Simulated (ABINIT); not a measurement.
The system is I.

```
I
1.0
     0.00000    2.36560    3.90984
     2.19225    0.00000    3.90984
     2.19225    2.36560    0.00000
I
1
Cartesian
  0.0000 0.0000 0.0000
```

Base run:

- Program: ABINIT 10.8.3 (patched build)
- Functional: RPBE
- Potentials or basis: JTH PAW PBE v2.0
- Cutoff: 408 eV
- k mesh: 9 × 9 × 9
- Occupations: fermi-dirac, width 0.05 eV
- Spin: no spin polarisation

Its results: band gap on the k mesh none (metal or under the smearing width); pressure 1.8 GPa.

Task: After a change of settings the same cell gave: band gap on the k mesh none (metal or under the smearing width); pressure 0.8 GPa. Which change was it?
A. functional from RPBE to SCAN; cutoff from 408 eV to 490 eV; fine-grid cutoff from 816.342 eV to 979.61 eV
B. functional from RPBE to PBEsol; k mesh from 9 × 9 × 9 to 12 × 12 × 12
C. functional from RPBE to BP86

Result: C.

Caveats: the PAW data sets were made with another functional, which shifts forces and pressure a little; spin-orbit coupling is left out, which moves the levels of the heavy elements; an odd number of electrons without spin polarisation forces a metal; a magnetic or distorted state may lie lower.
